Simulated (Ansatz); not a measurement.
# MoSe2: how the settings move a relaxation

How sensitive is a relaxation of MoSe2 to its settings? A reference run comes first, then one run with altered input.

The COD entry's cell or inner coordinates are ideal or old and differ from later refinements, so a difference from it is no clean test against experiment.

Computed with Ansatz 0.2.0 (reference: DFT, LDA, PAW with Ansatz's default frozen-core files, scalar-relativistic; relaxation of cell and atoms, unless a step's input says otherwise).

2 further runs of the same task are left out: 1 that didn't finish, 1 set aside as unsound or not needed. Runs told in other sessions of the task aren't counted.

**1. The starting structure**

Symmetry: P6_3/mmc, No. 194, hexagonal system. Conventional cell: a = 3.288 Å, b = 3.288 Å, c = 12.900 Å, α = 90.00°, β = 90.00°, γ = 120.00°. Mo (site symmetry -6m2) is surrounded by 6 Se at 2.49 Å. Se (site symmetry 3m) is surrounded by 3 Mo at 2.49 Å.

Structure file:

```cif
data_structure
_symmetry_space_group_name_H-M 'P 1'
_symmetry_Int_Tables_number 1
_cell_length_a 3.2880
_cell_length_b 3.2880
_cell_length_c 12.9000
_cell_angle_alpha 90.000
_cell_angle_beta 90.000
_cell_angle_gamma 120.000
_cell_volume 120.78
loop_
_atom_site_label
_atom_site_type_symbol
_atom_site_fract_x
_atom_site_fract_y
_atom_site_fract_z
_atom_site_occupancy
Mo1 Mo 0.33333 0.66667 0.25000 1
Mo2 Mo 0.66667 0.33333 0.75000 1
Se1 Se 0.33333 0.66667 0.62500 1
Se2 Se 0.66667 0.33333 0.12500 1
Se3 Se 0.33333 0.66667 0.87500 1
Se4 Se 0.66667 0.33333 0.37500 1
```

**2. Baseline**

File input.yaml:

```yaml
crystal:
  lattice:
    - [3.28799999998, 0.0, 0.0]
    - [-1.64399999999, 2.84749152763, 0.0]
    - [0.0, 0.0, 12.9]
  atoms:
    - { symbol: Mo, position: [0.333333333333, 0.666666666667, 0.25] }
    - { symbol: Mo, position: [0.666666666667, 0.333333333333, 0.75] }
    - { symbol: Se, position: [0.333333333333, 0.666666666667, 0.625] }
    - { symbol: Se, position: [0.666666666667, 0.333333333333, 0.125] }
    - { symbol: Se, position: [0.333333333333, 0.666666666667, 0.875] }
    - { symbol: Se, position: [0.666666666667, 0.333333333333, 0.375] }
kpoints:
  mp_grid: { grid: [10, 10, 2] }
scf:
  occupations: { method: fermi_dirac, width: 0.05 }
hamiltonian:
  xc: lda
  pseudopotentials: { kind: paw }
relax:
  f_tol: 0.002
  max_steps: 80
  cell: {}
output:
  forces: true
  stress: true
```

On the command line:

```bash
> ansatz run input.yaml --threads 2 --pin off --max-ram 6144MiB --backend cpu --events-out ev --progress --plain --runs-dir out
```

**3. A further run, with the input changed**

Changes to input.yaml since step 2:

```diff
@@ -13,5 +13,5 @@
 kpoints:
-  mp_grid: { grid: [10, 10, 2] }
+  mp_grid: { grid: [2, 2, 1] }
 scf:
-  occupations: { method: fermi_dirac, width: 0.05 }
+  occupations: { method: fixed }
 hamiltonian:
@@ -26 +26,2 @@
   stress: true
+accuracy: medium
```

(Steps that only read results are left out.)

**Question.** What will these runs give? Wanted: for each run, ending; energy change; pressure; gap; force.

As calculated:

| run | ending | energy change | pressure (GPa) | gap (eV) | force (eV/Å) | cycles | time |
| --- | --- | --- | --- | --- | --- | --- | --- |
| reference | converged | 0 | 0.0 | 0.75 | 0.00 | 43 | 27 s |
| 1: mp_grid.grid [2, 2, 1], occupations.method fixed, accuracy medium | converged | +301.1 meV/atom (σ→0) | 0.0 | 1.88 | 0.00 | 54 | 3.3 s |

**Reading.** Changing the k-point mesh, smearing and accuracy level moves the energy by +301.1 meV/atom (σ→0 values), and the gap on the mesh goes from 0.75 to 1.88 eV and the final volume goes from 116.44 to 124.73 Å³. More than one kind of setting changed, and this run alone doesn't tell their shares apart. A gap read on a mesh depends on which points the mesh holds, and a coarse mesh shifts the density too. Cost: 54 SCF cycles against 43, 3.3 s against 27 s.
